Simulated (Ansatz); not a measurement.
**ZnS: Zn vacancy**

Level of theory: DFT PBE, scalar-relativistic, plane waves, PAW in Ansatz. Run with 420 eV cutoff, 2×2×2 k-mesh, Gaussian smearing of 0.01 eV, collinear spin.

Host crystal, relaxed:

```yaml
crystal:
  lattice:
    - [0.00000, 2.72115, 2.72115]
    - [2.72115, 0.00000, 2.72115]
    - [2.72115, 2.72115, 0.00000]
  atoms:
    - { symbol: Zn, position: [0.00000, 0.00000, 0.00000] }
    - { symbol: S, position: [0.75000, 0.75000, 0.75000] }
```

Supercell of 54 atoms, rows in host cell vectors: 0 3 0; 0 0 3; 3 0 0. Atoms relax at the host's cell from a start displaced at random by 0.06 Å near the defect, so other minima may exist. The cell is small, so energies carry finite-size errors of tenths of an eV. The host's Kohn–Sham gap is 2.02 eV. Atoms are taken from and returned to the elements' standard states. Charged cells are corrected for image charges with the computed static dielectric tensor (mean 9.4) and aligned with the host's potential at far atoms (alignment terms reach 0.36 eV; the program doubts the alignment in some charges, where it is up to 0.36 eV). No band-filling term is added, and the Fermi level counts from the host's valence band top.

Starting moments were lost in some runs.

Defect: Zn vacancy at (0.000, 0.000, 0.000) of the host cell.

**Question.** What is the formation energy of the neutral defect?

**Answer.** 4.02 eV.

**Question.** Does the neutral defect carry a moment, and how do its surroundings relax?

**Answer.** It changes the cell's moment by 1.25 μB (a fraction, from partly filled bands). The nearest neighbours before are 4 S at 2.36 Å; after relaxation the atoms near the site are 1 S at 2.33 Å, 3 S at 2.34 Å; the largest move is 0.05 Å.

**Question.** Charges 0, -1, -2 were computed. Which is stable where in the gap?

**Answer.** Among the charges computed the stable one is 0 at the valence band top, changing to -1 at 0.26 eV, changing to -2 at 0.68 eV. In charge 0, -1 the cell has partly filled bands: a level of the defect may be part filled, the carrier may sit in the host's bands, or levels may cross between the k points, so transitions that involve it are doubtful. Levels between neighbouring charges: (0/-1) 0.26 eV, (-1/-2) 0.68 eV.

Cost: 4 runs of about 110 core-minutes in all, on Intel Xeon Platinum 8488C (Sapphire Rapids) (shared hosts).